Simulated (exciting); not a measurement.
# Sb (R-3m) in exciting: equation of state

Aim: energy against volume of Sb in PBEsol, for its equilibrium volume and stiffness.

Everything below comes from runs of exciting (release sodium). Logs are shortened: lines on timing, memory, paths and dates and some standing lists are left out, and cuts for length are marked.

## Step 1: Starting point

It takes space group R-3m (No. 166, trigonal). Conventional cell: a = 4.308 Å, b = 4.308 Å, c = 11.274 Å, α = 90.00°, β = 90.00°, γ = 120.00°. Around Sb (site symmetry 3m) lie 3 Sb at 2.91 Å.

## Step 2: Equation of state, PBEsol, 28.39 Å³/atom (volume scaled by 0.94)

input.xml

```xml
<input>
  <title>Sb</title>
  <structure speciespath="./" tshift="false">
    <crystal scale="1">
      <basevect>3.987746168810 2.302326323957 6.956619674377</basevect>
      <basevect>-3.987746168810 2.302326323957 6.956619674377</basevect>
      <basevect>0.000000000000 -4.604652648103 6.956619674377</basevect>
    </crystal>
    <species speciesfile="Sb.xml" rmt="2.3">
      <atom coord="0.766510000000 0.766510000000 0.766510000000"/>
      <atom coord="0.233490000000 0.233490000000 0.233490000000"/>
    </species>
  </structure>
  <groundstate do="fromscratch" ngridk="8 8 8" rgkmax="9" gmaxvr="14" lmaxapw="10" lmaxmat="10" lmaxvr="8" xctype="GGA_PBE_SOL" stype="Fermi Dirac" swidth="0.00183747" nempty="10" ValenceRelativity="iora*" epsengy="1e-05" epspot="1e-05" maxscl="60" outputlevel="normal"/>
</input>
```

Potentials or basis: all-electron LAPW+lo, shipped species files, valence relativity iora*.

On the command line:

```
> OMP_NUM_THREADS=1 exciting_smp
```

INFO.OUT:

```text
================================================================================
EXCITING SODIUM started
[... 10 lines left out ...]

 Lattice vectors (cartesian) :
      3.9877461688      2.3023263240      6.9566196744
     -3.9877461688      2.3023263240      6.9566196744
      0.0000000000     -4.6046526481      6.9566196744

 Reciprocal lattice vectors (cartesian) :
      0.7878115910      0.4548432341      0.3010650575
     -0.7878115910      0.4548432341      0.3010650575
     -0.0000000000     -0.9096864682      0.3010650575

 Unit cell volume                           :     383.2162322566
 Brillouin zone volume                      :       0.6472852467

 Species :    1 (Sb)
     parameters loaded from                 :    Sb.xml
     name                                   :    antimony
     nuclear charge                         :     -51.00000000
     electronic charge                      :      51.00000000
     atomic mass                            :  221954.90190000
     muffin-tin radius                      :       2.30000000
     # of radial points in muffin-tin       :     400

     atomic positions (lattice) :
       1 :   0.76651000  0.76651000  0.76651000
       2 :   0.23349000  0.23349000  0.23349000

 Total number of atoms per unit cell        :       2

 Spin treatment                             :    spin-unpolarised

 Number of Bravais lattice symmetries       :      12
 Number of crystal symmetries               :      12

 k-point grid                               :       8    8    8
 Total number of k-points                   :      65
 k-point set is reduced with crystal symmetries

 R^MT_min * |G+k|_max (rgkmax)              :       9.00000000
 Species with R^MT_min                      :       1 (Sb)
 Maximum |G+k| for APW functions            :       3.91304348
 Maximum |G| for potential and density      :      14.00000000

 G-vector grid sizes                        :      40    40    40
 Total number of G-vectors                  :   17773

 Maximum angular momentum used for
     APW functions                          :      10
     computing H and O matrix elements      :      10
     potential and density                  :       8
     inner part of muffin-tin               :       2

 Total nuclear charge                       :    -102.00000000
 Total electronic charge                    :     102.00000000
 Total core charge                          :      72.00000000
 Total valence charge                       :      30.00000000

 Number of empty states                     :      10
 Total number of valence states             :      26

 Maximum Hamiltonian size                   :     425
 Maximum number of plane-waves              :     397
 Total number of local-orbitals             :      28

 Exchange-correlation type                  :      22
     PBEsol, Phys. Rev. Lett. 100, 136406 (2008)
     Generalised gradient approximation (GGA)

[... 20 lines left out ...]
+ SCF iteration number :    1                                                  +
++++++++++++++++++++++++++++++++++++++++++++++++++++++++++++++++++++++++++++++++
 Total energy                               :    -12959.24404496
 _______________________________________________________________
 Fermi energy                               :         0.28036191
 Kinetic energy                             :     13677.98651787
 Coulomb energy                             :    -26301.43811075
 Exchange energy                            :      -329.54874585
 Correlation energy                         :        -6.24370623

 DOS at Fermi energy (states/Ha/cell)       :        10.14120456

 Electron charges :
     core                                   :        72.00000000
     core leakage                           :         0.00767347
     valence                                :        30.00000000
     interstitial                           :         5.66717692
     charge in muffin-tin spheres :
                  atom     1    Sb          :        48.16641154
                  atom     2    Sb          :        48.16641154
     total charge in muffin-tins            :        96.33282308
     total charge                           :       102.00000000

++++++++++++++++++++++++++++++++++++++++++++++++++++++++++++++++++++++++++++++++
+ SCF iteration number :    2                                                  +
++++++++++++++++++++++++++++++++++++++++++++++++++++++++++++++++++++++++++++++++
 Total energy                               :    -12960.37204690
 _______________________________________________________________
 Fermi energy                               :         0.27869467
 Kinetic energy                             :     13677.26238332
 Coulomb energy                             :    -26301.82132220
 Exchange energy                            :      -329.56915989
 Correlation energy                         :        -6.24394813

 DOS at Fermi energy (states/Ha/cell)       :        10.14023510

 Electron charges :
     core                                   :        72.00000000
     core leakage                           :         0.00763900
     valence                                :        30.00000000
     interstitial                           :         5.66269805
     charge in muffin-tin spheres :
                  atom     1    Sb          :        48.16865097
                  atom     2    Sb          :        48.16865097
     total charge in muffin-tins            :        96.33730195
     total charge                           :       102.00000000

 RMS change in effective potential (target) :  0.276348E-01  ( 0.100000E-04)
 Absolute change in total energy   (target) :   1.12800      ( 0.100000E-04)
 Charge distance                   (target) :  0.255953E-03  ( 0.100000E-04)

++++++++++++++++++++++++++++++++++++++++++++++++++++++++++++++++++++++++++++++++
+ SCF iteration number :    3                                                  +
++++++++++++++++++++++++++++++++++++++++++++++++++++++++++++++++++++++++++++++++
 Total energy                               :    -12961.00389402
 _______________________________________________________________
 Fermi energy                               :         0.27738296
 Kinetic energy                             :     13676.81364327
 Coulomb energy                             :    -26301.99364304
 Exchange energy                            :      -329.57980663
 Correlation energy                         :        -6.24408763

 DOS at Fermi energy (states/Ha/cell)       :        10.13065403

 Electron charges :
     core                                   :        72.00000000
     core leakage                           :         0.00761841
     valence                                :        30.00000000
     interstitial                           :         5.66045863
     charge in muffin-tin spheres :
                  atom     1    Sb          :        48.16977068
                  atom     2    Sb          :        48.16977068
     total charge in muffin-tins            :        96.33954137
     total charge                           :       102.00000000
[... 212 lines left out ...]
 DOS at Fermi energy (states/Ha/cell)       :        10.06075003

 Electron charges :
     core                                   :        72.00000000
     core leakage                           :         0.00759252
     valence                                :        30.00000000
     interstitial                           :         5.65958555
     charge in muffin-tin spheres :
                  atom     1    Sb          :        48.17020723
                  atom     2    Sb          :        48.17020723
     total charge in muffin-tins            :        96.34041445
     total charge                           :       102.00000000

 RMS change in effective potential (target) :  0.224085E-08  ( 0.100000E-04)
 Absolute change in total energy   (target) :  0.216069E-05  ( 0.100000E-04)
 Charge distance                   (target) :  0.106297E-08  ( 0.100000E-04)

++++++++++++++++++++++++++++++++++++++++++++++++++++++++++++++++++++++++++++++++
+ SCF iteration number :   12                                                  +
++++++++++++++++++++++++++++++++++++++++++++++++++++++++++++++++++++++++++++++++
 Total energy                               :    -12961.66352005
 _______________________________________________________________
 Fermi energy                               :         0.27396635
 Kinetic energy                             :     13676.13858618
 Coulomb energy                             :    -26301.97138295
 Exchange energy                            :      -329.58649238
 Correlation energy                         :        -6.24423090

 DOS at Fermi energy (states/Ha/cell)       :        10.06074979

 Electron charges :
     core                                   :        72.00000000
     core leakage                           :         0.00759252
     valence                                :        30.00000000
     interstitial                           :         5.65958555
     charge in muffin-tin spheres :
                  atom     1    Sb          :        48.17020723
                  atom     2    Sb          :        48.17020723
     total charge in muffin-tins            :        96.34041445
     total charge                           :       102.00000000

 RMS change in effective potential (target) :  0.393523E-08  ( 0.100000E-04)
 Absolute change in total energy   (target) :  0.540011E-06  ( 0.100000E-04)
 Charge distance                   (target) :  0.466243E-09  ( 0.100000E-04)

++++++++++++++++++++++++++++++++++++++++++++++++++++++++++++++++++++++++++++++++
| Convergency criteria checked for the last 2 iterations                       +
| Convergence targets achieved. Performing final SCF iteration                 +
++++++++++++++++++++++++++++++++++++++++++++++++++++++++++++++++++++++++++++++++
 Total energy                               :    -12961.66351993
 _______________________________________________________________
 Fermi energy                               :         0.27396635
 Kinetic energy                             :     13676.13858627
 Coulomb energy                             :    -26301.97138292
 Exchange energy                            :      -329.58649238
 Correlation energy                         :        -6.24423090

 DOS at Fermi energy (states/Ha/cell)       :        10.06074995

 Electron charges :
     core                                   :        72.00000000
     core leakage                           :         0.00759252
     valence                                :        30.00000000
     interstitial                           :         5.65958555
     charge in muffin-tin spheres :
                  atom     1    Sb          :        48.17020723
                  atom     2    Sb          :        48.17020723
     total charge in muffin-tins            :        96.34041445
     total charge                           :       102.00000000

++++++++++++++++++++++++++++++++++++++++++++++++++++++++++++++++++++++++++++++++
[... 12 lines left out ...]
| EXCITING SODIUM stopped                                                      =
================================================================================
```

Wall time 3.1 min (1 thread of Arm Neoverse V1, shared host); peak memory 0.14 GiB.

What came out:

```yaml
Free_energy: -352704.8354 eV
Band_gap_on_the_k_mesh: none (metal or under the smearing width)
All_electrons_inside_the_program's_atomic_spheres: Sb 48.17 (radii Sb 2.3 bohr)
```

Caveat: the log's total energy holds no entropy term; the free energy is that total less TS from the occupations.

## Step 3: Equation of state, PBEsol, 29.00 Å³/atom (volume scaled by 0.96)

Edit input.xml of step 2 so:

```diff
@@ -4,5 +4,5 @@
     <crystal scale="1">
-      <basevect>3.987746168810 2.302326323957 6.956619674377</basevect>
-      <basevect>-3.987746168810 2.302326323957 6.956619674377</basevect>
-      <basevect>0.000000000000 -4.604652648103 6.956619674377</basevect>
+      <basevect>4.015829813558 2.318540423928 7.005611567766</basevect>
+      <basevect>-4.015829813558 2.318540423928 7.005611567766</basevect>
+      <basevect>0.000000000000 -4.637080847856 7.005611567766</basevect>
     </crystal>
```

Potentials or basis: all-electron LAPW+lo, shipped species files, valence relativity iora*.

On the command line:

```
> OMP_NUM_THREADS=1 exciting_smp
```

It took 3.3 min on 1 thread of Arm Neoverse V1, shared host; peak memory 0.14 GiB.

Results (log left out):

- Free energy: -352704.8609 eV
- Band gap on the k mesh: none (metal or under the smearing width)
- All electrons inside the program's atomic spheres: Sb 48.16 (radii Sb 2.3 bohr)

Caveat: the log's total energy holds no entropy term; the free energy is that total less TS from the occupations.

## Step 4: Equation of state, PBEsol, 29.60 Å³/atom (volume scaled by 0.98)

Edit input.xml of step 3 so:

```diff
@@ -4,5 +4,5 @@
     <crystal scale="1">
-      <basevect>4.015829813558 2.318540423928 7.005611567766</basevect>
-      <basevect>-4.015829813558 2.318540423928 7.005611567766</basevect>
-      <basevect>0.000000000000 -4.637080847856 7.005611567766</basevect>
+      <basevect>4.043526066719 2.334530863096 7.053927657108</basevect>
+      <basevect>-4.043526066719 2.334530863096 7.053927657108</basevect>
+      <basevect>0.000000000000 -4.669061726381 7.053927657108</basevect>
     </crystal>
```

On the command line:

```
> OMP_NUM_THREADS=1 exciting_smp
```

Run time: 3.4 min. Hardware: 1 thread of Arm Neoverse V1, shared host; peak memory 0.15 GiB.

Results (log left out):

* Free energy: -352704.8751 eV
* Band gap on the k mesh: none (metal or under the smearing width)
* All electrons inside the program's atomic spheres: Sb 48.15 (radii Sb 2.3 bohr)

Caveat: the log's total energy holds no entropy term; the free energy is that total less TS from the occupations.

## Step 5: Equation of state, PBEsol, 30.21 Å³/atom

Edit input.xml of step 4 so:

```diff
@@ -4,5 +4,5 @@
     <crystal scale="1">
-      <basevect>4.043526066719 2.334530863096 7.053927657108</basevect>
-      <basevect>-4.043526066719 2.334530863096 7.053927657108</basevect>
-      <basevect>0.000000000000 -4.669061726381 7.053927657108</basevect>
+      <basevect>4.070848017669 2.350305198853 7.101590776344</basevect>
+      <basevect>-4.070848017669 2.350305198853 7.101590776344</basevect>
+      <basevect>0.000000000000 -4.700610397707 7.101590776344</basevect>
     </crystal>
```

On the command line:

```
> OMP_NUM_THREADS=1 exciting_smp
```

Wall time 3.6 min (1 thread of Arm Neoverse V1, shared host); peak memory 0.15 GiB.

The run converged. Its results:

| Quantity | Value |
| --- | --- |
| Free energy | -352704.8798 eV |
| Band gap on the k mesh | none (metal or under the smearing width) |
| All electrons inside the program's atomic spheres | Sb 48.14 (radii Sb 2.3 bohr) |

Caveat: the log's total energy holds no entropy term; the free energy is that total less TS from the occupations.

## Step 6: Equation of state, PBEsol, 30.81 Å³/atom (volume scaled by 1.02)

Edit input.xml of step 5 so:

```diff
@@ -4,5 +4,5 @@
     <crystal scale="1">
-      <basevect>4.070848017669 2.350305198853 7.101590776344</basevect>
-      <basevect>-4.070848017669 2.350305198853 7.101590776344</basevect>
-      <basevect>0.000000000000 -4.700610397707 7.101590776344</basevect>
+      <basevect>4.097808061688 2.365870587593 7.148622549419</basevect>
+      <basevect>-4.097808061688 2.365870587593 7.148622549419</basevect>
+      <basevect>0.000000000000 -4.731741175186 7.148622549419</basevect>
     </crystal>
```

Potentials or basis: all-electron LAPW+lo, shipped species files, valence relativity iora*.

On the command line:

```
> OMP_NUM_THREADS=1 exciting_smp
```

It took 3.6 min on 1 thread of Arm Neoverse V1, shared host; peak memory 0.15 GiB.

Results (log left out):

* Free energy: -352704.8752 eV
* Band gap on the k mesh: none (metal or under the smearing width)
* All electrons inside the program's atomic spheres: Sb 48.13 (radii Sb 2.3 bohr)

Caveat: the log's total energy holds no entropy term; the free energy is that total less TS from the occupations.

## Step 7: Equation of state, PBEsol, 31.41 Å³/atom (volume scaled by 1.04)

Edit input.xml of step 6 so:

```diff
@@ -4,5 +4,5 @@
     <crystal scale="1">
-      <basevect>4.097808061688 2.365870587593 7.148622549419</basevect>
-      <basevect>-4.097808061688 2.365870587593 7.148622549419</basevect>
-      <basevect>0.000000000000 -4.731741175186 7.148622549419</basevect>
+      <basevect>4.124417950606 2.381233813999 7.195043477218</basevect>
+      <basevect>-4.124417950606 2.381233813999 7.195043477218</basevect>
+      <basevect>0.000000000000 -4.762467628187 7.195043477218</basevect>
     </crystal>
```

On the command line:

```
> OMP_NUM_THREADS=1 exciting_smp
```

Wall time 3.7 min (1 thread of Arm Neoverse V1, shared host); peak memory 0.15 GiB.

Results (log left out):

| Item | Value |
| --- | --- |
| Free energy | -352704.8632 eV |
| Band gap on the k mesh | none (metal or under the smearing width) |
| All electrons inside the program's atomic spheres | Sb 48.12 (radii Sb 2.3 bohr) |

Caveat: the log's total energy holds no entropy term; the free energy is that total less TS from the occupations.

## Step 8: Equation of state, PBEsol, 32.02 Å³/atom (volume scaled by 1.06)

Edit input.xml of step 7 so:

```diff
@@ -4,5 +4,5 @@
     <crystal scale="1">
-      <basevect>4.124417950606 2.381233813999 7.195043477218</basevect>
-      <basevect>-4.124417950606 2.381233813999 7.195043477218</basevect>
-      <basevect>0.000000000000 -4.762467628187 7.195043477218</basevect>
+      <basevect>4.150688837019 2.396401317313 7.240873015226</basevect>
+      <basevect>-4.150688837019 2.396401317313 7.240873015226</basevect>
+      <basevect>0.000000000000 -4.792802634626 7.240873015226</basevect>
     </crystal>
```

On the command line:

```
> OMP_NUM_THREADS=1 exciting_smp
```

Wall time 3.8 min (1 thread of Arm Neoverse V1, shared host); peak memory 0.15 GiB.

It converged, with:

- Free energy: -352704.8444 eV
- Band gap on the k mesh: none (metal or under the smearing width)
- All electrons inside the program's atomic spheres: Sb 48.11 (radii Sb 2.3 bohr)

Caveat: the log's total energy holds no entropy term; the free energy is that total less TS from the occupations.

## Step 9: Equation of state, PBEsol

Potentials or basis: all-electron LAPW+lo, shipped species files, valence relativity iora*.

This step only gathers the single runs of the series.

What came out:

```
Equilibrium volume                        : 30.20 Å³/atom
Bulk modulus at fixed shape and positions : 58 GPa
Pressure derivative of the bulk modulus   : 5.2
```

Energy against volume, from the lowest point:
| volume (Å³/atom) | energy (meV/atom) |
| --- | --- |
| 28.393 | 22.22 |
| 28.998 | 9.45 |
| 29.602 | 2.39 |
| 30.206 | 0.00 |
| 30.810 | 2.32 |
| 31.414 | 8.32 |
| 32.018 | 17.72 |

Caveat: the cell was scaled at fixed shape and fractional positions, which overstates the stiffness of a crystal with free parameters, most of all of layers and chains. Spin-orbit coupling is left out, which matters for the levels of Sb.
